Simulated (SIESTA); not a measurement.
Runs of SIESTA 5.4.2 on CdSe. Symmetry: F-43m, No. 216, cubic system. Conventional cell: a = 6.141 Å, b = 6.141 Å, c = 6.141 Å, α = 90.00°, β = 90.00°, γ = 90.00°. Cd (site symmetry -43m) has 4 Se at 2.66 Å as nearest neighbours. Se (site symmetry -43m) is surrounded by 4 Cd at 2.66 Å. Measurements of this composition are mostly on another form, of space group No. 186.

| task | level | potentials or basis | cell | k mesh | optimiser | force tolerance | stress tolerance (GPa) | displacement | polarization grid | grid cutoff | gap on the mesh (eV) | pressure (GPa) | relaxed volume (Å³/atom) |
| --- | --- | --- | --- | --- | --- | --- | --- | --- | --- | --- | --- | --- | --- |
| band structure | LDA-PZ | PseudoDojo 0.4 standard (LDA files), DZP (energy shift 0.002 Ry) | as given | 8 × 8 × 8 | - | - | - | - | - | 800 Ry | 0.57 | -2.5 | - |
| relaxation of cell and atoms | LDA | PseudoDojo 0.4 standard (LDA files), TZP (energy shift 0.002 Ry) | relaxed | 6 × 6 × 6 | Broyden | 0.01 eV/Å | 0.05 | - | - | 1200 Ry | 0.55 | 0.0 | 27.69 |
| relaxation of the atoms | AM05 | PseudoDojo 0.4 standard (PBEsol files), DZP (energy shift 0.002 Ry) | atoms relaxed | 8 × 8 × 8 | Broyden | 0.02 eV/Å | - | - | - | 800 Ry | 0.79 | -0.1 | - |
| relaxation of cell and atoms | revPBE | PseudoDojo 0.4 standard (PBE files), DZP (energy shift 0.002 Ry) | relaxed | 8 × 8 × 8 | - | 0.04 eV/Å | - | - | - | 800 Ry | (a) | 0.0 | (b) |

Alike in all rows: no spin polarisation; smearing fermi-dirac 0.05 eV; energy shift 0.002 Ry.

**Question.** Fill in the values left out.

**Answer.** (a) 0.74; (b) 31.02.

Caveats: semicore shells carry a single zeta, which can move pressures by several GPa and volumes by a few percent; the basis of atomic orbitals isn't converged, which shifts pressures, moduli and gaps; the potentials were made for another functional, which shifts forces and pressure (some runs); the relaxation stopped at its first step, so nothing moved (some runs).

A k mesh can miss the band edges, and the runs leave out spin-orbit coupling on Cd, Se.

Runs at the PBE level aren't shown here.
